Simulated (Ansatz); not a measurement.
MnS under changes of volume

One of the cells (15.133 Å³/atom); the others are scaled copies at fixed shape and fractional positions:

```
Mn S
1.0
     0.00000    2.47346    2.47346
     2.47346    0.00000    2.47346
     2.47346    2.47346    0.00000
Mn S
1 1
Direct
  0.00000 0.00000 0.00000
  0.75000 0.75000 0.75000
```

The cell is a database's computed one.

- Program: Ansatz 0.2.0
- Functional: PBE
- Potentials or basis: Ansatz PAW
- Cutoff: 420 eV (not typed: the program's choice for these potentials)
- k mesh: 9 × 9 × 9
- Occupations: fermi-dirac, width 0.05 eV
- Spin: collinear spin, ferromagnetic start
- Starting moments: [4.0, 0.0] μB

```tsv
volume (Å³/atom)	energy over the lowest point (meV/atom)	pressure (GPa)
14.225	47.30	13.3
14.527	25.82	9.5
14.830	11.23	6.0
15.133	?	?
15.435	0.00	0.2
15.738	2.16	-2.3
16.041	8.80	-4.6
```

What does the run at 15.133 Å³/atom give?

Energy over the lowest point 2.83 meV/atom; pressure 3.0 GPa.

Worked out: A Birch-Murnaghan fit of order 3 (a polynomial in V^(-2/3)) to the other rows has its minimum at 15.45 Å³/atom with B0 = V·E''(V) = 134 GPa and B' = 4.6. It gives 2.83 meV/atom at 15.133 Å³/atom, against the run's 2.83, and -dE/dV = 2.9 GPa, against 3.0.

Energies are extrapolated to zero smearing.

Caveats: the moment fell far below its start of 4 μB, so a state of higher moment may lie lower in energy; the starting moments weren't kept.
